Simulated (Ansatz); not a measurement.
**NaH: energy and pressure over a range of volumes**

The task here is to estimate one member of a computed series from the others.

Computed with Ansatz 0.2.0 (DFT PBE, scalar-relativistic, unless a step's input says otherwise).

1 further run of the same task is left out (it didn't finish).

### The starting structure

Symmetry: Fm-3m, No. 225, cubic system. The conventional cell has a = 4.880 Å, b = 4.880 Å, c = 4.880 Å, α = 90.00°, β = 90.00°, γ = 90.00°. Around Na (site symmetry m-3m) lie 6 H at 2.44 Å. H (site symmetry m-3m) is surrounded by 6 Na at 2.44 Å.

Structure file:

```
Na H
1.0
     0.00000    2.44000    2.44000
     2.44000    0.00000    2.44000
     2.44000    2.44000    0.00000
Na H
1 1
Direct
  0.00000 0.00000 0.00000
  0.50000 0.50000 0.50000
```

Structure: COD 9008680, as refined from experiment and not relaxed.

Atoms are numbered in the order of the input: Na1, H2.

Set-up of the first run:

The input, input.yaml:

```yaml
crystal:
  lattice:
    - [0.0, 2.4070229846, 2.4070229846]
    - [2.4070229846, 0.0, 2.4070229846]
    - [2.4070229846, 2.4070229846, 0.0]
  atoms:
    - { symbol: Na, position: [0.0, 0.0, 0.0] }
    - { symbol: H, position: [0.5, 0.5, 0.5] }
kpoints:
  mp_grid: { grid: [9, 9, 9] }
scf:
  occupations: { method: fermi_dirac, width: 0.03 }
hamiltonian:
  xc: pbe
  pseudopotentials: { kind: all_electron, lapw: { basis_error: 0.001 } }
output:
  forces: true
  stress: true
  eigenvalues: true
```

On the command line:

```sh
$ ansatz run input.yaml --threads 1 --pin off --max-ram 2048MiB --backend cpu --events-out ev --progress --plain --runs-dir out
```

Among the steps run: Volume × 0.96, LAPW; Volume × 0.96, PAW; Volume × 0.96, crystal datasets; Volume × 0.98, LAPW; Volume × 0.98, PAW; Volume × 1.02, LAPW; Volume × 1.02, PAW; Volume × 1.04, LAPW; Volume × 1.04, PAW; Volume × 1.04, crystal datasets.

One table of the session follows, with a row left open; its other results are not shown here.

It belongs to the step «Fits». 

| method | volume (Å³/atom) | pressure (GPa) | gap on the k mesh (eV) |
| --- | --- | --- | --- |
| LAPW | 13.946 | 0.28 | 4.09 |
| LAPW | 14.236 | -0.20 | 4.05 |
| LAPW | 14.527 | -0.63 | 4.01 |
| LAPW | 14.817 | -1.03 | 3.97 |
| LAPW | 15.108 | -1.39 | 3.94 |
| PAW | 13.946 | ? | ? |
| PAW | 14.236 | -0.22 | 4.05 |
| PAW | 14.527 | -0.65 | 4.01 |
| PAW | 14.817 | -1.05 | 3.97 |
| PAW | 15.108 | -1.41 | 3.94 |
| crystal datasets | 13.946 | 0.28 | 4.09 |
| crystal datasets | 14.527 | -0.64 | 4.01 |
| crystal datasets | 15.108 | -1.39 | 3.94 |

Q: Estimate the row for PAW, 13.946 from the others.

**Answer.** pressure (GPa): 0.26; gap on the k mesh (eV): 4.09. In the column «pressure (GPa)» it lies between LAPW, 14.236 (-0.20) and LAPW, 13.946 (0.28).

To keep in mind: Warnings in the runs' records: crystal datasets made.
